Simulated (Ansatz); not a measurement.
SiC: electrons, doping and thermopower

Plane-wave DFT in Ansatz, PBE, scalar-relativistic PAW potentials, cutoff 420 eV, no spin-orbit coupling; no spin polarisation. SiC in space group F-43m. Boltzmann transport at 300 K in rigid bands with one relaxation time, bands interpolated from the k mesh 12×12×12; values are means over x, y, z.

```tsv
electrons (cm⁻³)	size of S (μV/K)	σ/τ (Ω⁻¹ m⁻¹ s⁻¹)
10^18	444.9	9.33e+16
10^19	?	9.3e+17
10^20	90.6	9.03e+18
10^21	21.9	7.73e+19
```

**Question.** Take the lowest doping as non-degenerate: get the effective density of states and the masses, and predict the missing S.

**Answer.** For parabolic bands and one τ, |S| = (k_B/e)(5/2 − η) with k_B/e = 86.17 μV/K and n = N e^η. The first row gives η = -2.66, N = 1.43×10¹⁹ cm⁻³ and, from N = 2.509×10¹⁹ cm⁻³ × m_d^(3/2), a density-of-states mass of 0.69 mₑ (all valleys and bands together). σ/τ = ne²/m_c gives a conductivity mass of 0.30 mₑ; m_d is 2.3 times m_c, the sign of several valleys, several bands or anisotropy. A decade of doping costs (k_B/e) ln 10 = 198.4 μV/K, which predicts 246 μV/K; the run gave 251.3. There η is about -0.4, where Fermi statistics begin to count, but their first corrections to η and to the mean carrier energy nearly cancel, so the rule still holds. At 10^21 cm⁻³ the rule would give -150 μV/K against 21.9: the gas is degenerate there. Scattering that depends on energy changes the 5/2, and whether such doping can be reached wasn't computed.

Cost: about 1.2 core-minutes for the runs cited, on Intel Xeon Platinum 8488C (Sapphire Rapids) (shared hosts).

Thermopower falls at every step of electron doping because the Fermi level climbs towards and then into the conduction band, so carriers transport less energy relative to it. Once the gas is degenerate, only the asymmetry of conduction around the Fermi level is left, and S falls more slowly than the logarithmic rule.

The gap between the two masses fits the known conduction band of cubic SiC, with its equivalent, elongated valleys at X. Each valley adds states, whereas the conductivity mass is weighted towards the light transverse directions. Valley multiplicity is probably the larger factor, with anisotropy adding to it.

σ/τ grows slightly less than in proportion to doping, most visibly at 10^21 cm⁻³. Degeneracy alone wouldn't cause this in a parabolic band, which suggests non-parabolicity or filling of a heavier band. Of the dopings computed, 10^20 cm⁻³ gives the largest S²σ/τ, but this doesn't establish a thermoelectric optimum, since lattice heat conduction also enters the efficiency.
